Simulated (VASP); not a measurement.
Mg:

```xyz
2
Lattice="3.2093 0.0000 0.0000 -1.6046 2.7793 0.0000 0.0000 0.0000 5.2103" Properties=species:S:1:pos:R:3 pbc="T T T"
Mg    1.6047    0.9264    3.9077
Mg    0.0000    1.8529    1.3026
```

```yaml
Program: VASP 6.6.1
Task: relaxation of cell and atoms
Functional: rev-vdW-DF2
Potentials_or_basis: VASP PAW PBE potentials, release 64 (Mg)
Cutoff: 600 eV
k_mesh: 10 × 10 × 5
Occupations: fermi-dirac, width 0.05 eV
Spin: no spin polarisation
```

At the start: pressure -0.8 GPa; volume 23.24 Å³/atom.

Task: How do energy, volume and symmetry change on relaxing?

Result: Over 6 steps the energy falls by 4.1 meV/atom and the volume is 22.69 Å³/atom (-2.4 %); space group P6_3/mmc (No. 194, to 0.05 Å).

The path:
```
step  energy change (eV)  largest force (eV/Å)  pressure (GPa)  volume (Å³)
   1              0.0000                0.0000           -0.83        46.47
   2             -0.0049                0.0000           -0.23        45.67
   3             -0.0064                0.0000            0.33        44.97
   4             -0.0079                0.0000            0.28        45.05
   5             -0.0080                0.0000            0.27        45.07
   6             -0.0082                0.0000            0.02        45.37
```

Final structure:
```
CELL_PARAMETERS angstrom
3.15199 0.00000 0.00000
-1.57599 2.72970 0.00000
0.00000 0.00000 5.27325
ATOMIC_POSITIONS crystal
Mg 0.66667 0.33333 0.75000
Mg 0.33333 0.66667 0.25000
```

Caveat: the PAW data sets were made with another functional, which shifts forces and pressure a little.
